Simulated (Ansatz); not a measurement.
KF: an elastic constant from a strain scan

The calculation used DFT r2SCAN, scalar-relativistic, plane waves, PAW in Ansatz 0.2.0. Settings: plane waves to 500 eV, k-mesh 8×8×8 (Γ-centred), Gaussian smearing 0.05 eV. No spin polarisation. Energies are free energies at this smearing, counted from the undisturbed cell; pressure is positive in compression.

Reference structure (as given, not relaxed at this level; it stands at -0.5 GPa):

```
CELL_PARAMETERS angstrom
0.00000 2.67350 2.67350
2.67350 0.00000 2.67350
2.67350 2.67350 0.00000
ATOMIC_POSITIONS crystal
K 0.00000 0.00000 0.00000
F 0.50000 0.50000 0.50000
```

The cell is strained by ε times the Voigt pattern (1, -1, 0, 0, 0, 0) (xx, yy, zz, yz, xz, xy; engineering shear) with fractional coordinates fixed. The cell holds 2 atoms in V0 = 38.22 Å³. The stress column is τ = (1/V0) dE/dε, got from the stress tensor σ (compression positive) at each point as −det(1 + εP) σ : P(1 + εP)⁻¹, with P the pattern as a tensor.

| ε | ΔE (meV/atom) | τ (GPa) |
| --- | --- | --- |
| -0.0175 | 2.078 | -2.007 |
| -0.0150 | 1.523 | -1.716 |
| -0.0125 | 1.056 | -1.427 |
| -0.0100 | 0.674 | -1.139 |
| -0.0075 | 0.374 | -0.853 |
| -0.0050 | 0.164 | -0.568 |
| -0.0025 | 0.039 | -0.284 |
| 0.0000 | 0.000 | 0.000 |
| 0.0025 | 0.039 | 0.284 |
| 0.0050 | 0.164 | 0.568 |
| 0.0075 | 0.374 | 0.853 |
| 0.0100 | 0.674 | 1.139 |
| 0.0125 | 1.056 | 1.427 |
| 0.0150 | 1.523 | 1.716 |
| 0.0175 | 2.078 | 2.007 |
| 0.0200 | ? | ? |

Question: Which combination of elastic constants does this scan measure, and how large is it?

Answer: For small ε, τ = τ0 + Kε with K = pᵀCp, which for this pattern is 2(C11 − C12) in the cubic axes. The parabola through τ at ε = -0.0025, 0 and 0.0025 has slope K = 114 GPa at zero. The energies per cell, E = NΔE, of the wider pair ε = ±0.0175 give K = 2[E(ε₊)/ε₊ − E(ε₋)/ε₋]/[(ε₊ − ε₋)V0] = 114 GPa, in agreement.

Question: Predict the withheld row at ε = 0.0200 from the harmonic law, and compare.

Answer: ΔE = V0(τ0 ε + Kε²/2)/N = 2.708 meV/atom and τ = 2.27 GPa. The calculation gives 2.719 meV/atom and 2.30 GPa, a miss of 0.4 % of the harmonic energy, so the harmonic law still holds here.